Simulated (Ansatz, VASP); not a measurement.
## Two plane-wave programs on GaAs

```
Ga As
1.0
     0.00000    2.82914    2.82914
     2.82914    0.00000    2.82914
     2.82914    2.82914    0.00000
Ga As
1 1
Direct
  0.00000 0.00000 0.00000
  0.25000 0.25000 0.25000
```

Alike in both runs: functional PBEsol; k mesh 12 × 12 × 12; occupations gaussian, width 0.02 eV; no spin polarisation.

Ansatz relaxed the structure, and its values are those at the end. VASP's run is a single point on that final structure, the one shown.

```csv
,VASP,Ansatz
version,VASP 6.6.1,Ansatz 0.2.0
potentials or method,"VASP PAW PBE potentials, release 64 (Ga_d, As)","scalar-relativistic, plane waves, PAW"
plane-wave cutoff (eV),520,420
valence electrons in the cell,18,28
```

```csv
,VASP,Ansatz,Ansatz less VASP
gap on the k mesh at the Fermi level (eV),0.44,0.42,-0.014
least direct gap on the mesh (eV),0.44,0.42,-0.014
pressure (GPa),0.2,0.0,-0.16
```

The two sets of potentials don't hold the same shells in valence.

Caveats: the PAW data sets were made with another functional, which shifts forces and pressure a little (VASP).
